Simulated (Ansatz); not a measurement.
Sr: enthalpy under pressure, worked through

Level of theory: DFT PBEsol, scalar-relativistic, plane waves, PAW in Ansatz. (420 eV cutoff, 12×12×12 k-mesh, Gaussian smearing of 0.10 eV, no spin polarisation)

Reference structure (relaxed):

```xyz
1
Lattice="0.0000 2.9579 2.9579 2.9579 0.0000 2.9579 2.9579 2.9579 0.0000" Properties=species:S:1:pos:R:3 pbc="T T T"
Sr    0.0000    0.0000    0.0000
```

Cell and atoms were relaxed at each target pressure within the start's symmetry (Fm-3m), at zero temperature; other phases can be more stable under pressure. H = E + PV with P the target; E is the free energy at the smearing used, whose derivative the pressure is, per atom and counted from zero pressure. The mesh named is that at zero pressure; some other pressures ran on another.

| P (GPa) | V (Å³/atom) | E − E0 (meV) | H − H0 (meV) |
| --- | --- | --- | --- |
| 0 | 51.759 | 0.0 | 0.0 |
| 1 | 48.224 | 11.2 | 312.2 |
| 4 | 41.619 | 110.3 | 1149.3 |
| 12 | 32.309 | 542.3 | 2962.2 |
| 25 | 24.932 | 1358.7 | 5249.1 |
| 50 | 18.738 | 2739.6 | 8587.1 |
| 90 | 14.656 | 4448.1 | 12680.7 |

**Question.** Thermodynamics gives dH/dP = V along a relaxed path. Integrate V over P by the trapezoid rule and compare with the computed enthalpies.

**Answer.** With 1 eV/Å³ = 160.22 GPa, each step adds the mean volume times ΔP / 160.22:
| P (GPa) | ∫V dP (meV) | H − H0 (meV) | difference (meV) |
| --- | --- | --- | --- |
| 1 | 312.0 | 312.2 | -0.1 |
| 4 | 1153.2 | 1149.3 | 3.8 |
| 12 | 2998.9 | 2962.2 | 36.7 |
| 25 | 5321.1 | 5249.1 | 72.0 |
| 50 | 8728.2 | 8587.1 | 141.1 |
| 90 | 12896.7 | 12680.7 | 216.0 |

V(P) curves upward, so the trapezoid rule runs high; integrating a smooth curve through the same points puts that excess at about 214.1 meV at 90 GPa, against the 216.0 meV found.

**Question.** At 90 GPa, how much of the enthalpy change is stored energy and how much is the PV term?

**Answer.** E rises by 4448 meV/atom and PV is 90 × 14.656 / 160.22 = 8233 meV/atom, so PV makes 65 % of ΔH. So between rival structures at high pressure a small difference in volume can outweigh the difference in energy: 1 % of this volume is worth 82.3 meV/atom at this pressure.

**Question.** What bulk modulus do the lowest pressures give?

**Answer.** From the pressures that the runs reached, -0.93 GPa (56.620 Å³) and 1.04 GPa (48.224 Å³), B = −ΔP/Δln V = 1.97 / 0.1605 = 12 GPa, a mean over that range.